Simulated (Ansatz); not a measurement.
# Dielectric response of BaS (001) films, part 2 of 5

How well do thin rocksalt BaS (001) films screen a perpendicular field?

Ansatz 0.2.0; plane-wave DFT, PBE, Ansatz PAW (the session's first sound run).

So far. Step 2 (Relaxing the film, 6 atoms, units 3): The gap is 2.20 eV, with the valence edge 4.22 eV and the conduction edge 2.02 eV under the upper vacuum level.

## 3. The relaxed film, single point, 6 atoms, units 3

The film was relaxed beforehand; a single point on the relaxed positions gives its levels and potential.

input.yaml reads:

```yaml
crystal:
  lattice:
    - [4.51841233, 0.0, 0.0]
    - [0.0, 4.51841233, 0.0]
    - [0.0, 0.0, 24.39]
  atoms:
    - { symbol: Ba, position: [0.5, 0.5, 0.3705686081] }
    - { symbol: S, position: [0.0, 0.0, 0.3699436389] }
    - { symbol: Ba, position: [0.0, 0.0, 0.4999999974] }
    - { symbol: S, position: [0.5, 0.5, 0.5000000115] }
    - { symbol: Ba, position: [0.5, 0.5, 0.6294313795] }
    - { symbol: S, position: [0.0, 0.0, 0.6300563645] }
kpoints:
  mp_grid: { grid: [6, 6, 1] }
hamiltonian:
  xc: pbe
scf:
  occupations: { method: fixed }
  convergence: { dr2_threshold: 1.0e-09 }
efield:
  axis: 3
  dipole_correction: true
  ramp_position: 0.97
  ramp_width: 0.06
output:
  eigenvalues: true
  write_potential: true
  write_density: true
  volumetric_format: npy
```

Command:

```console
ansatz run input.yaml --threads 4 --pin off --max-ram 8192MiB --backend cpu --events-out ev --progress --plain --runs-dir out
```

Numbers of over 12 decimals in the logs are rounded to 6 here.

What it wrote:

```text
[...]
Crystal: 6 atoms, lattice volume = 497.947 Å³
Basis set: ecut = 420 eV, 9769 PW (Γ)
Bands: 30, of which v1, the nominal top of the filled ones, is band 24 counted from 1 (23 counted from 0)
Symmetry: 8 space group operations
k-points: 10 of 36
[...]
SCF iter   1: F=—  HF=-20566.801727 eV  |F-HF|=—  |Δ(HF+E_count)|=         —  Δρ=5.47e-4  dr2=3.17e-3  ethr=1.77e-3  p=-0.000 e·Å  D=-1.00e-7 V/Å  ΔV_dip=0.00 eV  dr2_dipole=1.51e-10  V_vac-E_F(+/−)=4.21/4.21 eV  ⟨swp⟩=7.2  Hψ=1524  notcnv=0  defer=36
[...]
SCF iter   8: F=-20566.805143 eV  HF=-20566.805143 eV  |F-HF|=2.69e-10  |Δ(HF+E_count)|=   6.00e-9  Δρ=2.38e-7  dr2=6.08e-10  ethr=2.08e-12  p=-0.000 e·Å  D=-1.25e-9 V/Å  ΔV_dip=0.00 eV  dr2_dipole=1.01e-12  V_vac-E_F(+/−)=4.22/4.22 eV  ⟨swp⟩=18.3  Hψ=2092  notcnv=0
SCF 1 converged in 8 iterations: F = -20566.805143 eV  dr2 = 6.08e-10
[...]
WARN: The output density's exchange-correlation potential varies sharply where the density is thin. Do not read a vacuum level from v_tot or v_xc, or from such a field of the output density. On a cell that repeats whose density bears no net charge and no dipole along the vacuum's axis use v_es (v_loc + v_h of the components); under efield.dipole_correction with no amplitude use v_es + v_field, which holds any externa [...]
SCF converged after 8 iterations
Free energy (F): -20566.805143 eV
[...]
Internal energy: -20566.805143 eV  (E = F + TS)
E sigma→0 (E₀):  -20566.805143 eV
Fermi energy:    -0.216090 eV
Dipole field:    D = -0.000001 V/Å  (p = -0.000002 e·Å, saw-weighted, corrected)
Work function:   Φ+ = 4.2199 eV   Φ− = 4.2199 eV
[...]
--- Band table (eV; the first three rows and the last of 10) ---
  k-point 0: bands = [... 20 lower, -0.2733, -0.2733, -0.2161, -0.2161, 1.9848, 2.5126, 2.6795, 3.0944, ... 2 higher]
  k-point 1: bands = [... 20 lower, -0.7013, -0.5404, -0.5056, -0.4903, 2.5169, 2.9176, 2.9894, 3.2792, ... 2 higher]
  k-point 2: bands = [... 20 lower, -0.9823, -0.9779, -0.9366, -0.5876, 3.4389, 3.6503, 3.7985, 3.9704, ... 2 higher]
  k-point 9: bands = [... 20 lower, -0.5700, -0.4358, -0.4358, -0.2704, 2.3050, 2.3050, 3.5781, 3.5781, ... 2 higher]
```

Wall time 4 s (4 threads of Arm Neoverse V2, shared host); peak memory 0.76 GiB; 15 s of CPU time.

The column dr2 measures how far the density is from self-consistency, as an energy; F and HF (Harris–Foulkes) agree once it is small.

Numbers from this step:

```yaml
dipole_along_the_normal: -2.36e-6 e·Å
```

Running mean over 3.195 Å of the planar mean; the ramp of the sawtooth is left out. Table of electron's electrostatic potential energy less the highest filled level by z:

z (Å), electron's electrostatic potential energy less the highest filled level (eV) and a bar from the least value:
```
        3       4.22 ##############################
        4       4.22 ##############################
        5       4.21 ##############################
        6       4.10 #############################
        7       2.65 #######################
        8      -1.05 ######
        9      -2.09 #
       10      -2.20 
       11      -2.24 
       12      -2.15 
       13      -2.19 
       14      -2.24 
       15      -2.13 #
       16      -1.79 ##
       17       1.18 ################
       18       3.89 ############################
       19       4.19 ##############################
       20       4.22 ##############################
       21       4.22 ##############################
```

The gap is 2.20 eV, with the valence edge 4.22 eV and the conduction edge 2.02 eV under the upper vacuum level.

## 4. Single point, 6 atoms, units 3, field 0.1 V/Å

A sawtooth potential applies the field, turning back in the middle of the vacuum. With the dipole correction the typed value is the field outside the slab. The induced dipole is small, so the SCF threshold is tight.

input.yaml: that of step 3 with these lines changed.

```diff
@@ -18,3 +18,3 @@
   occupations: { method: fixed }
-  convergence: { dr2_threshold: 1.0e-09 }
+  convergence: { dr2_threshold: 1.0e-10 }
 efield:
@@ -24,4 +24,4 @@
   ramp_width: 0.06
+  amplitude: 0.1
 output:
-  eigenvalues: true
   write_potential: true
```

What it wrote:

```text
[...]
Crystal: 6 atoms, lattice volume = 497.947 Å³
Basis set: ecut = 420 eV, 9769 PW (Γ)
Bands: 30, of which v1, the nominal top of the filled ones, is band 24 counted from 1 (23 counted from 0)
Symmetry: 8 space group operations
k-points: 10 of 36
[...]
SCF iter   1: F=—  HF=-20569.348324 eV  |F-HF|=—  |Δ(HF+E_count)|=         —  Δρ=2.30e-2  dr2=8.58e0  ethr=3.10e-3  p=0.113 e·Å  D=4.12e-2 V/Å  ΔV_dip=-1.00 eV  dr2_dipole=1.70e-3  V_vac-E_F(+/−)=9.57/8.35 eV  ⟨swp⟩=7.6  Hψ=1474  notcnv=0  defer=33
[...]
SCF iter  12: F=-20566.809728 eV  HF=-20566.809728 eV  |F-HF|=1.96e-10  |Δ(HF+E_count)|=  6.08e-10  Δρ=1.44e-7  dr2=7.50e-11  ethr=1.00e-12  p=0.092 e·Å  D=3.33e-2 V/Å  ΔV_dip=-0.81 eV  dr2_dipole=6.50e-13  V_vac-E_F(+/−)=4.85/3.44 eV  ⟨swp⟩=16.3  Hψ=2130  notcnv=0
SCF 1 converged in 12 iterations: F = -20566.809728 eV  dr2 = 7.50e-11
[...]
SCF converged after 12 iterations
[...]
Free energy (F): -20566.809728 eV
[...]
Internal energy: -20566.809728 eV  (E = F + TS)
E sigma→0 (E₀):  -20566.809728 eV
Fermi energy:    -0.179421 eV
Dipole field:    D = 0.033332 V/Å  (p = 0.091724 e·Å, saw-weighted, corrected)
Work function:   not extracted (applied field tilts the vacuum); planar V_es + V_field profile in the machine report
[...]
--- Band table (eV; the first three rows and the last of 10) ---
  k-point 0: bands = [... 20 lower, -0.3120, -0.3120, -0.1794, -0.1794, 1.9805, 2.5125, 2.6053, 3.1378, ... 2 higher]
  k-point 1: bands = [... 20 lower, -0.6477, -0.5815, -0.4981, -0.4513, 2.5120, 2.8292, 2.9939, 3.3362, ... 2 higher]
  k-point 2: bands = [... 20 lower, -1.0249, -0.9878, -0.8962, -0.5795, 3.3419, 3.7128, 3.7941, 3.9807, ... 2 higher]
  k-point 9: bands = [... 20 lower, -0.5906, -0.4162, -0.4162, -0.2643, 2.3020, 2.3020, 3.5770, 3.5770, ... 2 higher]
```

It took 4.7 s on 4 threads; peak memory 0.76 GiB; 18 s of CPU time.

Numbers from this step:

```
gap on the k-mesh       : 2.160 eV
dipole along the normal : 0.09172 e·Å
```

The dipole is 0.0917 e·Å, and the gap on the mesh 2.160 eV.

## 5. Single point, 6 atoms, units 3, field -0.1 V/Å

input.yaml: that of step 4 with these lines changed.

```diff
@@ -24,3 +24,3 @@
   ramp_width: 0.06
-  amplitude: 0.1
+  amplitude: -0.1
 output:
```

What it wrote:

```text
[...]
Crystal: 6 atoms, lattice volume = 497.947 Å³
Basis set: ecut = 420 eV, 9769 PW (Γ)
Bands: 30, of which v1, the nominal top of the filled ones, is band 24 counted from 1 (23 counted from 0)
Symmetry: 8 space group operations
k-points: 10 of 36
[...]
k-point 0: bands = [... 20 lower, -0.3120, -0.3120, -0.1794, -0.1794, 1.9805, 2.5125, 2.6053, 3.1378, ... 2 higher]
  k-point 1: bands = [... 20 lower, -0.6477, -0.5815, -0.4981, -0.4513, 2.5120, 2.8292, 2.9939, 3.3362, ... 2 higher]
  k-point 2: bands = [... 20 lower, -1.0249, -0.9878, -0.8962, -0.5795, 3.3419, 3.7128, 3.7941, 3.9807, ... 2 higher]
  k-point 9: bands = [... 20 lower, -0.5906, -0.4162, -0.4162, -0.2643, 2.3020, 2.3020, 3.5770, 3.5770, ... 2 higher]
[key lines of the parts left out:]
SCF converged after 12 iterations
Free energy (F): -20566.809728 eV
Fermi energy:    -0.179420 eV
Dipole field:    D = -0.033333 V/Å  (p = -0.091728 e·Å, saw-weighted, corrected)
```

Wall time 4.7 s (4 threads); peak memory 0.76 GiB.

The dipole is -0.0917 e·Å, and the gap on the mesh 2.160 eV.

## 6. Response with the atoms held, 6 atoms, units 3

This step: plane-wave DFT, PBE, Ansatz PAW; response to a field along the normal, atoms held (Ansatz 0.2.0).

The two fields give this film's response with the atoms held: the electronic part.

Numbers from this step:

* equivalent conductor thickness p/(ε₀AE): 8.130 Å
* distance between the outer atoms: 6.344 Å
* thickness: 9.585 Å

Local field over the applied field, running mean. From the potentials at -0.1 and 0.1 V/Å; running mean over 3.195 Å, taken twice. Table of local field over applied field by z:

z (Å), local field over applied field and a bar from the least value:
```
      4.5      0.976 ##############################
      5.0      0.950 #############################
      5.5      0.904 ###########################
      6.0      0.837 #########################
      6.5      0.749 #####################
      7.0      0.644 #################
      7.5      0.533 #############
      8.0      0.427 #########
      8.5      0.337 ######
      9.0      0.268 ###
      9.5      0.221 #
     10.0      0.197 
     10.5      0.189 
     11.0      0.188 
     11.5      0.190 
     12.0      0.190 
     12.5      0.190 
     13.0      0.189 
     13.5      0.188 
     14.0      0.190 
     14.5      0.201 
     15.0      0.230 ##
     15.5      0.281 ####
     16.0      0.355 ######
     16.5      0.449 ##########
     17.0      0.557 ##############
     17.5      0.668 ##################
     18.0      0.770 ######################
     18.5      0.854 #########################
     19.0      0.916 ############################
     19.5      0.957 #############################
     20.0      0.980 ##############################
```

Electrons, planar mean, per unit field. Induced electron density against z:

z (Å), induced electron density (e/Å³ per V/Å) and a bar from the least value:
```
      4.5    0.00003 ###############
      5.0    0.00008 ################
      5.5    0.00018 ################
      6.0    0.00041 #################
      6.5    0.00087 ###################
      7.0    0.00171 #######################
      7.5    0.00288 ############################
      8.0    0.00326 ##############################
      8.5    0.00088 ###################
      9.0    0.00047 #################
      9.5   -0.00086 ###########
     10.0   -0.00243 ####
     10.5   -0.00067 ############
     11.0    0.00163 #######################
     11.5    0.00192 ########################
     12.0    0.00005 ###############
     12.5   -0.00024 ##############
     13.0   -0.00226 #####
     13.5   -0.00116 ##########
     14.0    0.00116 #####################
     14.5    0.00249 ###########################
     15.0    0.00026 ################
     15.5   -0.00035 ##############
     16.0   -0.00145 #########
     16.5   -0.00337 
     17.0   -0.00262 ###
     17.5   -0.00148 #########
     18.0   -0.00074 ############
     18.5   -0.00035 ##############
     19.0   -0.00015 ###############
     19.5   -0.00006 ###############
     20.0   -0.00003 ###############
```

By hand: between -0.1 and 0.1 V/Å the dipole changes by 0.1835 e·Å, a slope of 0.9173 e·Å²/V. A perfect conductor of thickness t has p = ε₀AEt, so t = 180.95 × 0.9173 / 20.416 = 8.13 Å (e/ε₀ = 180.95 V·Å, A in Å²).

The induced dipole is that of a conductor 8.13 Å thick.

## 7. Relaxing in the field, 6 atoms, field 0.05 V/Å

This step: plane-wave DFT, PBE, Ansatz PAW (Ansatz 0.2.0).

Now the atoms may follow the field. A weak field makes forces of meV/Å to tens of meV/Å, so the force tolerance is set well below the usual one.

input.yaml: that of step 5 with these lines changed.

```diff
@@ -24,3 +24,6 @@
   ramp_width: 0.06
-  amplitude: -0.1
+  amplitude: 0.05
+relax:
+  f_tol: 0.0006
+  max_steps: 70
 output:
```

What it wrote:

```text
[...]
Crystal: 6 atoms, lattice volume = 497.947 Å³
Basis set: ecut = 420 eV, 9769 PW (Γ), exchange–correlation on 64×64×360 points (8 copies of the dense FFT grid, shifted against one another)
Bands: 30, of which v1, the nominal top of the filled ones, is band 24 counted from 1 (23 counted from 0)
Symmetry: 8 space group operations
k-points: 10 of 36
[...]
SCF iter   1: F=—  HF=-20569.344294 eV  |F-HF|=—  |Δ(HF+E_count)|=         —  Δρ=2.30e-2  dr2=8.57e0  ethr=3.10e-3  p=0.057 e·Å  D=2.06e-2 V/Å  ΔV_dip=-0.50 eV  dr2_dipole=4.26e-4  V_vac-E_F(+/−)=9.28/8.67 eV  ⟨swp⟩=7.6  Hψ=1465  notcnv=0  defer=32
[...]
SCF iter  12: F=-20566.806115 eV  HF=-20566.806115 eV  |F-HF|=2.07e-10  |Δ(HF+E_count)|=  6.73e-10  Δρ=1.51e-7  dr2=8.17e-11  ethr=1.00e-12  p=0.046 e·Å  D=1.67e-2 V/Å  ΔV_dip=-0.41 eV  dr2_dipole=5.14e-13  V_vac-E_F(+/−)=4.54/3.84 eV  ⟨swp⟩=6.4  Hψ=1805  notcnv=0
SCF 1 converged in 12 iterations: F = -20566.806115 eV  dr2 = 8.17e-11
[...]
relax step   1: F+E_penalty+E_count = -20566.80611519 eV  Δ(F+E_penalty+E_count) = +0.000e0 eV  max|allowed force component| = 2.673e-2 eV/Å  Δτ_max = 0.0000 Å  (12 SCF iters, accepted)
[...]
SCF iter   9: F=-20566.806049 eV  HF=-20566.806049 eV  |F-HF|=3.64e-12  |Δ(HF+E_count)|=  2.95e-10  Δρ=4.89e-8  dr2=1.36e-11  ethr=1.00e-12  p=0.066 e·Å  D=2.40e-2 V/Å  ΔV_dip=-0.59 eV  dr2_dipole=1.18e-12  V_vac-E_F(+/−)=4.46/3.94 eV  ⟨swp⟩=7.0  Hψ=1566  notcnv=0
SCF 2 converged in 9 iterations: F = -20566.806049 eV  dr2 = 1.36e-11
relax step   2: F+E_penalty+E_count = -20566.80604923 eV  Δ(F+E_penalty+E_count) = +6.597e-5 eV  max|allowed force component| = 3.198e-2 eV/Å  Δτ_max = 0.0104 Å  (9 SCF iters, rejected (line search))
SCF iter   1: F=—  HF=-20566.806280 eV  |F-HF|=—  |Δ(HF+E_count)|=         —  Δρ=1.11e-4  dr2=3.14e-4  ethr=1.20e-5  p=0.066 e·Å  D=2.40e-2 V/Å  ΔV_dip=-0.59 eV  dr2_dipole=2.11e-4  V_vac-E_F(+/−)=4.46/3.94 eV  ⟨swp⟩=5.3  Hψ=676  notcnv=0  defer=40
[...]
SCF iter   8: F=-20566.806368 eV  HF=-20566.806368 eV  |F-HF|=5.82e-11  |Δ(HF+E_count)|=  4.51e-10  Δρ=8.28e-8  dr2=3.80e-11  ethr=1.00e-12  p=0.056 e·Å  D=2.04e-2 V/Å  ΔV_dip=-0.50 eV  dr2_dipole=2.26e-15  V_vac-E_F(+/−)=4.51/3.90 eV  ⟨swp⟩=7.0  Hψ=1623  notcnv=0
SCF 3 converged in 8 iterations: F = -20566.806368 eV  dr2 = 3.80e-11
relax step   3: F+E_penalty+E_count = -20566.80636804 eV  Δ(F+E_penalty+E_count) = -2.528e-4 eV  max|allowed force component| = 2.408e-3 eV/Å  Δτ_max = 0.0047 Å  (8 SCF iters, accepted)
[...]
relax step   4: F+E_penalty+E_count = -20566.80636788 eV  Δ(F+E_penalty+E_count) = +1.647e-7 eV  max|allowed force component| = 1.529e-3 eV/Å  Δτ_max = 0.0008 Å  (6 SCF iters, rejected (line search))
SCF iter   1: F=—  HF=-20566.806202 eV  |F-HF|=—  |Δ(HF+E_count)|=         —  Δρ=1.04e-5  dr2=2.97e-6  ethr=5.24e-8  p=0.056 e·Å  D=2.04e-2 V/Å  ΔV_dip=-0.50 eV  dr2_dipole=5.38e-8  V_vac-E_F(+/−)=4.51/3.90 eV  ⟨swp⟩=2.4  Hψ=559  notcnv=0  defer=18
[...]
SCF iter   6: F=-20566.806369 eV  HF=-20566.806369 eV  |F-HF|=2.55e-11  |Δ(HF+E_count)|=  9.82e-11  Δρ=3.51e-8  dr2=7.59e-12  ethr=1.00e-12  p=0.056 e·Å  D=2.03e-2 V/Å  ΔV_dip=-0.50 eV  dr2_dipole=5.70e-14  V_vac-E_F(+/−)=4.51/3.89 eV  ⟨swp⟩=6.0  Hψ=1510  notcnv=0
SCF 5 converged in 6 iterations: F = -20566.806369 eV  dr2 = 7.59e-12
relax step   5: F+E_penalty+E_count = -20566.80636869 eV  Δ(F+E_penalty+E_count) = -6.532e-7 eV  max|allowed force component| = 7.126e-5 eV/Å  Δτ_max = 0.0003 Å  (6 SCF iters, accepted)
NSCF: frozen V_eff on 10 k-points
[...]
SCF converged after 6 iterations
[...]
Free energy (F): -20566.806369 eV
[...]
Internal energy: -20566.806369 eV  (E = F + TS)
E sigma→0 (E₀):  -20566.806369 eV
Fermi energy:    -0.215940 eV
Dipole field:    D = 0.020346 V/Å  (p = 0.055988 e·Å, saw-weighted, corrected)
Work function:   not extracted (applied field tilts the vacuum); planar V_es + V_field profile in the machine report
[...]
--- Forces (eV/Å), atoms counted from 1 ---
  atom   1  Ba     0.00000000     0.00000000    -0.00002760
  atom   2  S      0.00000000     0.00000000     0.00000414
  atom   3  Ba    -0.00000000     0.00000000     0.00007129
  atom   4  S     -0.00000000     0.00000000     0.00000106
  atom   5  Ba     0.00000000     0.00000000    -0.00000754
  atom   6  S     -0.00000000     0.00000000    -0.00004119
  max |Σ_I F_I| component: 1.64e-7 eV/Å
--- Band table (eV; the first three rows and the last of 10) ---
  k-point 0: bands = [... 20 lower, -0.2738, -0.2738, -0.2159, -0.2159, 1.9846, 2.5125, 2.6722, 3.0963, ... 2 higher]
  k-point 1: bands = [... 20 lower, -0.6994, -0.5410, -0.5055, -0.4900, 2.5167, 2.9083, 2.9901, 3.2827, ... 2 higher]
  k-point 2: bands = [... 20 lower, -0.9829, -0.9782, -0.9363, -0.5875, 3.4282, 3.6569, 3.7984, 3.9698, ... 2 higher]
  k-point 9: bands = [... 20 lower, -0.5704, -0.4359, -0.4359, -0.2704, 2.3051, 2.3051, 3.5782, 3.5782, ... 2 higher]
--- Relaxed structure (5 steps of the walk, 3 accepted, 0 SCFs on fresh bases) ---
  F+E_penalty+E_count = -20566.80636869 eV   max|allowed force component| = 7.126e-5 eV/Å
  atoms:
    - { symbol: Ba, position: [0.5, 0.5, 0.370742] }
    - { symbol: S, position: [0, 0.0, 0.369759] }
    - { symbol: Ba, position: [0, 0.0, 0.500053] }
    - { symbol: S, position: [0.5, 0.5, 0.499985] }
    - { symbol: Ba, position: [0.5, 0.5, 0.629600] }
    - { symbol: S, position: [0, 0.0, 0.629861] }
```

Run time: 13 s. Hardware: 4 threads; peak memory 0.75 GiB; 50 s of CPU time.

No atom moved by 0.005 Å in the relaxation.

Numbers from this step:

* gap on the k-mesh: 2.201 eV
* dipole along the normal: 0.05599 e·Å

The relaxation took 5 steps and lowered the energy by 2.5e-4 eV; the largest force on the free atoms ends at 7.1e-5 eV/Å.

The dipole is 0.0560 e·Å, and the gap on the mesh 2.201 eV.

## 8. Relaxing in the field, 6 atoms, field -0.05 V/Å

The opposite sign, again from the field-free geometry; the difference of the two cancels what relaxes without a field.

input.yaml: that of step 7 with these lines changed.

```diff
@@ -24,3 +24,3 @@
   ramp_width: 0.06
-  amplitude: 0.05
+  amplitude: -0.05
 relax:
```

What it wrote:

```text
[...]
Crystal: 6 atoms, lattice volume = 497.947 Å³
Basis set: ecut = 420 eV, 9769 PW (Γ), exchange–correlation on 64×64×360 points (8 copies of the dense FFT grid, shifted against one another)
Bands: 30, of which v1, the nominal top of the filled ones, is band 24 counted from 1 (23 counted from 0)
Symmetry: 8 space group operations
k-points: 10 of 36
[...]
--- Relaxed structure (5 steps of the walk, 3 accepted, 0 SCFs on fresh bases) ---
  F+E_penalty+E_count = -20566.80636869 eV   max|allowed force component| = 7.058e-5 eV/Å
  atoms:
    - { symbol: Ba, position: [0.5, 0.5, 0.370400] }
    - { symbol: S, position: [0, 0.0, 0.370139] }
    - { symbol: Ba, position: [0, 0.0, 0.499947] }
    - { symbol: S, position: [0.5, 0.5, 0.500015] }
    - { symbol: Ba, position: [0.5, 0.5, 0.629258] }
    - { symbol: S, position: [0, 0.0, 0.630241] }
[key lines of the parts left out:]
SCF converged after 6 iterations
Free energy (F): -20566.806369 eV
Fermi energy:    -0.215940 eV
Dipole field:    D = -0.020344 V/Å  (p = -0.055985 e·Å, saw-weighted, corrected)
```

The job ended after 13 s (4 threads; peak memory 0.75 GiB; 50 s of CPU time).

Hardly anything moved in the relaxation; the energy changed by under 0.2 meV an atom.

The relaxation took 5 steps and lowered the energy by 2.5e-4 eV; the largest force on the free atoms ends at 7.1e-5 eV/Å.

The dipole is -0.0560 e·Å, and the gap on the mesh 2.201 eV.

## 9. Response with the atoms relaxed, 6 atoms, units 3

This step: plane-wave DFT, PBE, Ansatz PAW; response to a field along the normal, atoms relaxed (Ansatz 0.2.0).

The two relaxed runs give the static response.

This step gave:

- equivalent conductor thickness p/(ε₀AE): 9.924 Å

Local field over the applied field, running mean. From the potentials at -0.05 and 0.05 V/Å; running mean over 3.195 Å, taken twice. Local field over applied field against z:

| z (Å) | local field over applied field |
| --- | --- |
| 4.5 | 0.978 |
| 5.0 | 0.955 |
| 5.5 | 0.896 |
| 6.0 | 0.812 |
| 6.5 | 0.702 |
| 7.0 | 0.554 |
| 7.5 | 0.397 |
| 8.0 | 0.247 |
| 8.5 | 0.133 |
| 9.0 | 0.0548 |
| 9.5 | 0.00284 |
| 10.0 | -0.0101 |
| 10.5 | 0.0252 |
| 11.0 | 0.0654 |
| 11.5 | 0.0930 |
| 12.0 | 0.0885 |
| 12.5 | 0.0885 |
| 13.0 | 0.0914 |
| 13.5 | 0.0566 |
| 14.0 | 0.0168 |
| 14.5 | -0.0148 |
| 15.0 | 0.0128 |
| 15.5 | 0.0703 |
| 16.0 | 0.152 |
| 16.5 | 0.279 |
| 17.0 | 0.432 |
| 17.5 | 0.589 |
| 18.0 | 0.728 |
| 18.5 | 0.833 |
| 19.0 | 0.911 |
| 19.5 | 0.962 |
| 20.0 | 0.981 |

The induced dipole is that of a conductor 9.92 Å thick.

(Continued in part 3 of 5.)

[Logs are printed without paths, hosts, clocks, repeated set-up lines and the standing remarks that a program may print on its own settings, such as how far it seeks lower states.]

[Hosts, paths, dates, database ids (printed as entryN), source tags and the programs' standing remarks are cut or masked in the printed files.]

[Maps of the electrostatic potential energy from Ansatz leave out the sawtooth potential of an applied field or a dipole correction, so their vacuum need not be flat; planar profiles and work functions include it.]
